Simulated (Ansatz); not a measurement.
# LiH: the cell at several levels of theory

The task here is to estimate one member of a computed series from the others.

The runs shown are made with Ansatz 0.2.0. PAW datasets, plane waves, zero pressure. Spin-unpolarised throughout. Whether this structure exists isn't addressed.

## The system as given

This is the cell as the run starts from it, not yet at rest; its lengths are not the crystal's.

Space group P6_3/mmc (No. 194), hexagonal; conventional cell a = 2.561 Å, c = 3.202 Å, 4.55 Å³ an atom. Li has 5 H at 1.48–1.60 Å; H has 5 Li at 1.48–1.60 Å.

Coordinates:

```cif
data_structure
_symmetry_space_group_name_H-M 'P 1'
_symmetry_Int_Tables_number 1
_cell_length_a 2.5615
_cell_length_b 2.5615
_cell_length_c 3.2017
_cell_angle_alpha 90.000
_cell_angle_beta 90.000
_cell_angle_gamma 120.000
_cell_volume 18.19
loop_
_atom_site_label
_atom_site_type_symbol
_atom_site_fract_x
_atom_site_fract_y
_atom_site_fract_z
_atom_site_occupancy
Li1 Li 0.33333 0.66667 0.25000 1
Li2 Li 0.66667 0.33333 0.75000 1
H1 H 0.66667 0.33333 0.25000 1
H2 H 0.33333 0.66667 0.75000 1
```

The first run:

The input, input.yaml:

```yaml
crystal:
  lattice:
    - [2.5614742019, 0.0, 0.0]
    - [-1.280737101, 2.21830173, 0.0]
    - [0.0, 0.0, 3.2016726]
  atoms:
    - { symbol: Li, position: [0.3333333333, 0.6666666667, 0.25] }
    - { symbol: Li, position: [0.6666666667, 0.3333333333, 0.75] }
    - { symbol: H, position: [0.6666666667, 0.3333333333, 0.25] }
    - { symbol: H, position: [0.3333333333, 0.6666666667, 0.75] }
kpoints:
  mp_grid: { grid: [12, 12, 8] }
hamiltonian:
  xc: pbe
scf:
  occupations: { method: fermi_dirac, width: 0.02 }
relax:
  f_tol: 0.005
  cell: {}
```

Among the steps run: Relaxing with PBE; Relaxing with r2SCAN; PBEsol: cell and atoms; Relaxing with LDA; HSE06: cell and atoms.

One of the session's tables, all rows but one given; the rest of the session is left out.

| level | a (Å) | c (Å) | volume (Å³/atom) |
| --- | --- | --- | --- |
| PBE | ? | ? | ? |
| r2SCAN | 3.255 | 4.069 | 9.333 |
| PBEsol | 3.235 | 4.043 | 9.158 |
| LDA | 3.179 | 3.967 | 8.682 |
| HSE06 | 3.244 | 4.053 | 9.236 |

**Question.** Estimate the row for PBE.

The run gave: a (Å): 3.253; c (Å): 4.072; volume (Å³/atom): 9.331. In the column «a (Å)» it lies between HSE06 (3.244) and r2SCAN (3.255).

The volume spreads over 7.5 % between the levels. LDA's volume lies 7.0 % below PBE's. The meshes differ: PBE 12×12×8, r2SCAN 12×12×6, PBEsol 12×12×6, LDA 12×12×6, HSE06 6×6×4.
